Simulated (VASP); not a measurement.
# MgO (Fm-3m) in VASP: band structure with PBE

Aim: the band structure of MgO with PBE.

All numbers are computed with VASP 6.6.1; they aren't measurements. Logs are shortened: lines on timing, memory, paths and dates and some standing lists are left out, and cuts for length are marked.

**The experiment to reproduce.**

“Electronic structure of alkaline earth and post-transition metal oxides”, 2009, arxiv:0908.1581 quotes, for a bulk crystal of MgO: band gap 7.83 eV.

How close the calculation comes is told below.

### 1 The crystal as given

The structure is cubic, space group Fm-3m (No. 225). The conventional cell has a = 4.247 Å, b = 4.247 Å, c = 4.247 Å, α = 90.00°, β = 90.00°, γ = 90.00°. Around Mg (site symmetry m-3m) lie 6 O at 2.12 Å. O (site symmetry m-3m) is surrounded by 6 Mg at 2.12 Å.

### 2 Band structure, PBE

Input file POSCAR:

```
MgO                                     
1.0
    0.0000000000      2.1233940885      2.1233940885
    2.1233940885      0.0000000000      2.1233940885
    2.1233940885      2.1233940885      0.0000000000
  Mg              O             
     1     1
Direct
     0.0000000000000000    0.0000000000000000    0.0000000000000000
     0.5000000000000000    0.5000000000000000    0.5000000000000000
```

Input file INCAR.step1:

```
SYSTEM = MgO
PREC = Accurate ; ENCUT = 520
EDIFF = 1E-7 ; ISMEAR = 0
SIGMA = 0.02 ; LREAL = .False.
LASPH = .True. ; NELM = 60
ALGO = Normal ; ISIF = 2
LWAVE = .False. ; LCHARG = .True.
GGA = PE ; NBANDS = 11
AMIX = 0.2
```

Input file KPOINTS.step1:

```
regular mesh
0
Gamma
  12 12 12
  0 0 0
```

Input file INCAR.step2:

```
SYSTEM = MgO
PREC = Accurate ; ENCUT = 520
EDIFF = 1E-7 ; ISMEAR = 0
SIGMA = 0.05 ; LREAL = .False.
LASPH = .True. ; NELM = 60
ALGO = Normal ; ISIF = 2
LWAVE = .False. ; LCHARG = .False.
GGA = PE ; NBANDS = 11
AMIX = 0.2 ; ICHARG = 11
```

Input file KPOINTS.step2:

```
path GXWKGLUWLK,UX
10
line-mode
reciprocal
 0.0000000000  0.0000000000  0.0000000000  G
 0.5000000000  0.0000000000  0.5000000000  X

 0.5000000000  0.0000000000  0.5000000000  X
 0.5000000000  0.2500000000  0.7500000000  W

 0.5000000000  0.2500000000  0.7500000000  W
 0.3750000000  0.3750000000  0.7500000000  K

 0.3750000000  0.3750000000  0.7500000000  K
 0.0000000000  0.0000000000  0.0000000000  G

 0.0000000000  0.0000000000  0.0000000000  G
 0.5000000000  0.5000000000  0.5000000000  L

 0.5000000000  0.5000000000  0.5000000000  L
 0.6250000000  0.2500000000  0.6250000000  U

 0.6250000000  0.2500000000  0.6250000000  U
 0.5000000000  0.2500000000  0.7500000000  W

 0.5000000000  0.2500000000  0.7500000000  W
 0.5000000000  0.5000000000  0.5000000000  L

 0.5000000000  0.5000000000  0.5000000000  L
 0.3750000000  0.3750000000  0.7500000000  K

 0.6250000000  0.2500000000  0.6250000000  U
 0.5000000000  0.0000000000  0.5000000000  X
```

Potentials or basis: VASP PAW PBE potentials, release 64 (Mg, O).

The run is started by

```console
> cat potpaw_PBE.64/Mg/POTCAR potpaw_PBE.64/O/POTCAR > POTCAR
> cp INCAR.step1 INCAR
> cp KPOINTS.step1 KPOINTS
> mpirun -np 1 vasp_std > vasp.out
> cp INCAR.step2 INCAR
> cp KPOINTS.step2 KPOINTS
> mpirun -np 1 vasp_std > vasp.out
```

OUTCAR:

```text
SYSTEM = MgO
   PREC = Accurate
   ENCUT = 520
   EDIFF = 1E-7
   ISMEAR = 0
   LREAL = .False.
   LASPH = .True.
   NELM = 60
   ISIF = 2
   GGA = PE
   AMIX = 0.2
   ICHARG = 11

 ion  position               nearest neighbor table
   1  0.000  0.000  0.000-   2 2.12   2 2.12   2 2.12   2 2.12   2 2.12   2 2.12
   2  0.500  0.500  0.500-   1 2.12   1 2.12   1 2.12   1 2.12   1 2.12   1 2.12

  LATTYP: Found a face centered cubic cell.
 ALAT       =     4.2467881770

  Lattice vectors:

 A1 = (   0.0000000000,   2.1233940885,   2.1233940885)
 A2 = (   2.1233940885,   0.0000000000,   2.1233940885)
 A3 = (   2.1233940885,   2.1233940885,   0.0000000000)

Analysis of symmetry for initial positions (statically):
=====================================================================
 Subroutine PRICEL returns:
 Original cell was already a primitive cell.

 Routine SETGRP: Setting up the symmetry group for a
 face centered cubic supercell.

 Subroutine GETGRP returns: Found 48 space group operations
 (whereof 48 operations were pure point group operations)
 out of a pool of 48 trial point group operations.

The static configuration has the point symmetry O_h .

Analysis of symmetry for dynamics (positions and initial velocities):
=====================================================================
 Subroutine PRICEL returns:
 Original cell was already a primitive cell.

 Routine SETGRP: Setting up the symmetry group for a
 face centered cubic supercell.

 Subroutine GETGRP returns: Found 48 space group operations
 (whereof 48 operations were pure point group operations)
 out of a pool of 48 trial point group operations.

The dynamic configuration has the point symmetry O_h .

 Subroutine INISYM returns: Found 48 space group operations
 (whereof 48 operations are pure point group operations),
 and found     1 'primitive' translations

----------------------------------------------------------------------------------------

                                     Primitive cell

  volume of cell :      19.1479

  direct lattice vectors                    reciprocal lattice vectors
     0.000000000  2.123394088  2.123394088    -0.235472069  0.235472069  0.235472069
     2.123394088  0.000000000  2.123394088     0.235472069 -0.235472069  0.235472069
     2.123394088  2.123394088  0.000000000     0.235472069  0.235472069 -0.235472069

  length of vectors
     3.002932718  3.002932718  3.002932718     0.407849588  0.407849588  0.407849588

  position of ions in fractional coordinates (direct lattice)
     0.000000000  0.000000000  0.000000000
     0.500000000  0.500000000  0.500000000

  ion indices of the primitive-cell ions
   primitive index   ion index
                 1           1
                 2           2

----------------------------------------------------------------------------------------

 KPOINTS: path GXWKGLUWLK,UX

Interpolating k-points between supplied coordinates.

 Line segments in fractional coordinates (reciprocal lattice):
    0.000000  0.000000  0.000000  ...  0.500000  0.000000  0.500000
    0.500000  0.000000  0.500000  ...  0.500000  0.250000  0.750000
    0.500000  0.250000  0.750000  ...  0.375000  0.375000  0.750000
    0.375000  0.375000  0.750000  ...  0.000000  0.000000  0.000000
    0.000000  0.000000  0.000000  ...  0.500000  0.500000  0.500000
    0.500000  0.500000  0.500000  ...  0.625000  0.250000  0.625000
    0.625000  0.250000  0.625000  ...  0.500000  0.250000  0.750000
    0.500000  0.250000  0.750000  ...  0.500000  0.500000  0.500000
    0.500000  0.500000  0.500000  ...  0.375000  0.375000  0.750000
    0.625000  0.250000  0.625000  ...  0.500000  0.000000  0.500000

 Generated    10 points on each line segment, for a total of    100 k-points:

 Following reciprocal coordinates:
            Coordinates               Weight
  0.000000  0.000000  0.000000      0.010000
  0.055556  0.000000  0.055556      0.010000
  0.111111  0.000000  0.111111      0.010000
  0.166667  0.000000  0.166667      0.010000
  0.222222  0.000000  0.222222      0.010000
  0.277778  0.000000  0.277778      0.010000
[... 16 lines left out ...]
  0.472222  0.277778  0.750000      0.010000
  0.458333  0.291667  0.750000      0.010000
 [... further k-points ...]
   k-points           NKPTS =    100   k-points in BZ     NKDIM =    100   number of bands    NBANDS=     11
   number of dos      NEDOS =    301   number of ions     NIONS =      2
   total plane-waves  NPLWV =  13824
   dimension x,y,z NGX =    24 NGY =   24 NGZ =   24
   dimension x,y,z NGXF=    48 NGYF=   48 NGZF=   48
   ions per type =               1   1
   NGX,Y,Z   is equivalent  to a cutoff of  13.29, 13.29, 13.29 a.u.
   NGXF,Y,Z  is equivalent  to a cutoff of  26.57, 26.57, 26.57 a.u.
 SYSTEM =  MgO
   PREC   = accura    normal or accurate (medium, high low for compatibility)
   ISTART =      0    job   : 0-new  1-cont  2-samecut
   ICHARG =     11    charge: 1-file 2-atom 10-const
   ISPIN  =      1    spin polarized calculation?
   LNONCOLLINEAR =      F non collinear calculations
   LSORBIT =      F    spin-orbit coupling
   LASPH  =      T    aspherical Exc in radial PAW
   ENCUT  =  520.0 eV  38.22 Ry    6.18 a.u.   5.58  5.58  5.58*2*pi/ulx,y,z
   NELM   =     60;   NELMIN=  2; NELMDL=  0     # of ELM steps
   EDIFF  = 0.1E-06   stopping-criterion for ELM
   LREAL  =      F    real-space projection
   EDIFFG = 0.1E-05   stopping-criterion for IOM
   NSW    =      0    number of steps for IOM
   IBRION =     -1    ionic relax: 0-MD 1-quasi-New 2-CG
   NFREE  =      0    steps in history (QN), initial steepest desc. (CG)
   ISIF   =      2    stress and relaxation
   ISYM   =      2    0-nonsym 1-usesym 2-fastsym
   POTIM  = 0.5000    time-step for ionic-motion
   TEBEG  =    0.0;   TEEND  =   0.0 temperature during run
   PSTRESS=    0.0 pullay stress
   NELECT =       8.0000    total number of electrons
   NUPDOWN=      -1.0000    fix difference up-down
   EMIN   =  10.00;   EMAX   =-10.00  energy-range for DOS
   EFERMI =   0.00;   METHOD = LEGACY
   ISMEAR =     0;   SIGMA  =   0.05  broadening in eV -4-tet -1-fermi 0-gaus
   EFERMI_NEDOS =   21; number of points for ismear=-14 and -15
   IALGO  =     38    algorithm
   IMIX   =      4    mixing-type and parameters
     AMIX     =   0.20;   BMIX     =  1.00
     AMIX_MAG =   0.80;   BMIX_MAG =  1.00
  volume/ion in A,a.u.               =       9.57        64.61
  Fermi-wavevector in a.u.,A,eV,Ry     =   1.223858  2.312756 20.379179  1.497827
  Thomas-Fermi vector in A             =   2.358953
   LORBIT       =      0    0 simple, 1 ext, 2 COOP (PROOUT), +10 PAW based schemes
   GGA     = PE    functional components
   LHFCALC =     F    Hartree Fock is set to
   AEXX    =    0.0000 exact exchange contribution
   IVDW    =     0    specifies the selected vdW correction
   LEPSILON=     F    determine dielectric tensor
   LRPA    =     F    only Hartree local field effects (RPA)
 non-spin polarized calculation
 Gauss-broadening in eV      SIGMA  =   0.05
  energy-cutoff  :      520.00
  volume of cell :       19.15
 maximum number of plane-waves:       534
 NGX is ok and might be reduce to    24

 number of electron       8.0000004 magnetization

 Free energy of the ion-electron system (eV)
  ---------------------------------------------------
  ext. energy  EPLUGINS =         0.00000000
  ---------------------------------------------------
  free energy    TOTEN  =       -12.06087594 eV

  energy without entropy =      -12.06087594  energy(sigma->0) =      -12.06087594

 E-fermi :   3.2392     XC(G=0): -10.9625

 val. band max:        3.0044467216   @ k =   0.0000   0.0000   0.0000
 cond. band min:       7.4949237166   @ k =   0.0000   0.0000   0.0000
 fundamental gap:      4.4904769950
 Fermi energy:         3.2391939556

 k-point     1 :       0.0000    0.0000    0.0000
  band No.  band energies     occupation
      1     -14.1345      2.00000
      2       3.0044      2.00000
      3       3.0044      2.00000
      4       3.0044      2.00000
      5       7.4949      0.00000
      6      18.6645      0.00000
      7      18.6645      0.00000
      8      18.6645      0.00000
      9      22.5168      0.00000
     10      24.2622      0.00000
     11      24.2622      0.00000

 k-point     2 :       0.0556    0.0000    0.0556
  band No.  band energies     occupation
      1     -14.0924      2.00000
      2       2.7537      2.00000
      3       2.9569      2.00000
      4       2.9569      2.00000
      5       7.7823      0.00000
      6      18.0200      0.00000
      7      18.7656      0.00000
      8      18.7656      0.00000
      9      23.3663      0.00000
     10      23.4322      0.00000
     11      24.3559      0.00000

 k-point     3 :       0.1111    0.0000    0.1111
  band No.  band energies     occupation
      1     -13.9703      2.00000
      2       2.1548      2.00000
      3       2.8234      2.00000
      4       2.8234      2.00000
      5       8.4924      0.00000
      6      16.8229      0.00000
      7      19.0498      0.00000
      8      19.0498      0.00000
      9      21.9423      0.00000
     10      24.6357      0.00000
     11      25.1780      0.00000

 k-point     4 :       0.1667    0.0000    0.1667
  band No.  band energies     occupation
      1     -13.7805      2.00000
      2       1.4380      2.00000
      3       2.6282      2.00000
      4       2.6282      2.00000
      5       9.3977      0.00000
      6      15.6282      0.00000
      7      19.4676      0.00000
      8      19.4676      0.00000
      9      20.3759      0.00000
     10      25.0972      0.00000
     11      27.3971      0.00000

 k-point     5 :       0.2222    0.0000    0.2222
  band No.  band energies     occupation
      1     -13.5444      2.00000
      2       0.7394      2.00000
      3       2.4025      2.00000
      4       2.4025      2.00000
      5      10.3561      0.00000
      6      14.5701      0.00000
      7      18.8930      0.00000
      8      19.9555      0.00000
      9      19.9555      0.00000
     10      25.7312      0.00000
     11      29.2147      0.00000
[... 211 lines left out ...]
 k-point    21 :       0.5000    0.2500    0.7500
  band No.  band energies     occupation
      1     -12.6131      2.00000
      2       0.1265      2.00000
      3       0.1265      2.00000
      4       1.2796      2.00000
      5      14.4855      0.00000
      6      14.4855      0.00000
      7      14.8732      0.00000
      8      18.1905      0.00000
      9      24.6192      0.00000
     10      24.6192      0.00000
     11      28.9173      0.00000

 k-point    22 :       0.4861    0.2639    0.7500
  band No.  band energies     occupation
      1     -12.6146      2.00000
      2       0.0204      2.00000
      3       0.2272      2.00000
      4       1.2958      2.00000
      5      14.3112      0.00000
      6      14.6383      0.00000
      7      14.8523      0.00000
      8      18.2450      0.00000
      9      24.2370      0.00000
     10      25.0024      0.00000
     11      28.9401      0.00000

 k-point    23 :       0.4722    0.2778    0.7500
  band No.  band energies     occupation
      1     -12.6183      2.00000
      2      -0.0753      2.00000
      3       0.3016      2.00000
      4       1.3467      2.00000
      5      14.1068      0.00000
      6      14.7821      0.00000
      7      14.7978      0.00000
      8      18.4000      0.00000
      9      23.8408      0.00000
     10      25.4026      0.00000
     11      29.0042      0.00000

 k-point    24 :       0.4583    0.2917    0.7500
  band No.  band energies     occupation
      1     -12.6234      2.00000
      2      -0.1597      2.00000
      3       0.3471      2.00000
      4       1.4295      2.00000
      5      13.8817      0.00000
      6      14.7295      0.00000
      7      14.9135      0.00000
      8      18.6362      0.00000
      9      23.4328      0.00000
     10      25.8177      0.00000
     11      29.1027      0.00000

 [... further k-points ...]

------------------------ aborting loop because EDIFF is reached ----------------------------------------

  FORCE on cell =-STRESS in cart. coord.  units (eV):
  Direction    XX          YY          ZZ          XY          YZ          ZX
  --------------------------------------------------------------------------------------
  -------------------------------------------------------------------------------------
  Total       -0.2898305     -0.2898305     -0.2898305      0.0000000     -0.0000000      0.0000000
  in kB      -24.2511832    -24.2511832    -24.2511832      0.0000000     -0.0000000      0.0000000
  external PRESSURE =     -24.2511832 kB  Pullay stress =       0.0000000 kB

 VOLUME and BASIS-vectors are now :
 -----------------------------------------------------------------------------
  energy-cutoff  :      520.00
  volume of cell :       19.15
      direct lattice vectors                 reciprocal lattice vectors
     0.000000000  2.123394088  2.123394088    -0.235472069  0.235472069  0.235472069
     2.123394088  0.000000000  2.123394088     0.235472069 -0.235472069  0.235472069
     2.123394088  2.123394088  0.000000000     0.235472069  0.235472069 -0.235472069

 POSITION                                       TOTAL-FORCE (eV/Angst)
 -----------------------------------------------------------------------------------
      0.00000      0.00000      0.00000         0.000000     -0.000000      0.000000
      2.12339      2.12339      2.12339        -0.000000      0.000000      0.000000
 -----------------------------------------------------------------------------------
    total drift:                               -0.000000     -0.000000      0.000000

  FREE ENERGIE OF THE ION-ELECTRON SYSTEM (eV)
  ---------------------------------------------------
  free  energy   TOTEN  =       -12.0608759396 eV

  energy  without entropy=      -12.0608759396  energy(sigma->0) =      -12.06087594
```

Wall time 23 s (1 thread of AMD EPYC 7R13 (Zen 3), shared host); peak memory 0.12 GiB.

What came out:

```yaml
Band_gap_on_the_k_mesh: 4.49 eV, direct
Band_gap_along_the_path: 4.49 eV, direct
```

Levels at the corners of the path, in eV from the valence-band top:
| point | band 1 | band 2 | band 3 | band 4 | band 5 | band 6 | band 7 | band 8 |
| --- | --- | --- | --- | --- | --- | --- | --- | --- |
| Γ | -17.14 | 0.00 | 0.00 | 0.00 | 4.49 | 15.66 | 15.66 | 15.66 |
| X | -15.67 | -3.98 | -1.31 | -1.31 | 9.09 | 9.70 | 12.84 | 18.60 |
| X | -15.67 | -3.98 | -1.31 | -1.31 | 9.09 | 9.70 | 12.84 | 18.60 |
| W | -15.62 | -2.88 | -2.88 | -1.72 | 11.48 | 11.48 | 11.87 | 15.19 |
| W | -15.62 | -2.88 | -2.88 | -1.72 | 11.48 | 11.48 | 11.87 | 15.19 |
| K | -15.65 | -3.40 | -2.64 | -1.11 | 9.97 | 11.49 | 12.31 | 17.78 |
| K | -15.65 | -3.40 | -2.64 | -1.11 | 9.97 | 11.49 | 12.31 | 17.78 |
| Γ | -17.14 | 0.00 | 0.00 | 0.00 | 4.49 | 15.66 | 15.66 | 15.66 |
| Γ | -17.14 | 0.00 | 0.00 | 0.00 | 4.49 | 15.66 | 15.66 | 15.66 |
| L | -15.92 | -4.51 | -0.63 | -0.63 | 7.74 | 12.33 | 16.06 | 16.06 |
| L | -15.92 | -4.51 | -0.63 | -0.63 | 7.74 | 12.33 | 16.06 | 16.06 |
| U | -15.65 | -3.40 | -2.64 | -1.11 | 9.97 | 11.49 | 12.31 | 17.78 |
| U | -15.65 | -3.40 | -2.64 | -1.11 | 9.97 | 11.49 | 12.31 | 17.78 |
| W | -15.62 | -2.88 | -2.88 | -1.72 | 11.48 | 11.48 | 11.87 | 15.19 |
| W | -15.62 | -2.88 | -2.88 | -1.72 | 11.48 | 11.48 | 11.87 | 15.19 |
| L | -15.92 | -4.51 | -0.63 | -0.63 | 7.74 | 12.33 | 16.06 | 16.06 |
| L | -15.92 | -4.51 | -0.63 | -0.63 | 7.74 | 12.33 | 16.06 | 16.06 |
| K | -15.65 | -3.40 | -2.64 | -1.11 | 9.97 | 11.49 | 12.31 | 17.78 |
| U | -15.65 | -3.40 | -2.64 | -1.11 | 9.97 | 11.49 | 12.31 | 17.78 |
| X | -15.67 | -3.98 | -1.31 | -1.31 | 9.09 | 9.70 | 12.84 | 18.60 |

Caveat: the log is that of the step along the path at fixed density, whose energy, stress, charges and moments have no meaning.

### 3 How close it comes

Step 2. Measured gap of MgO: 7.83 eV (quoted in “Electronic structure of alkaline earth and post-transition metal oxides”, 2009, arxiv:0908.1581). This calculation gives 4.49 eV (-3.34 eV). The value is that of PBE, without temperature or zero-point motion. Semilocal functionals fall short of measured gaps as a rule.
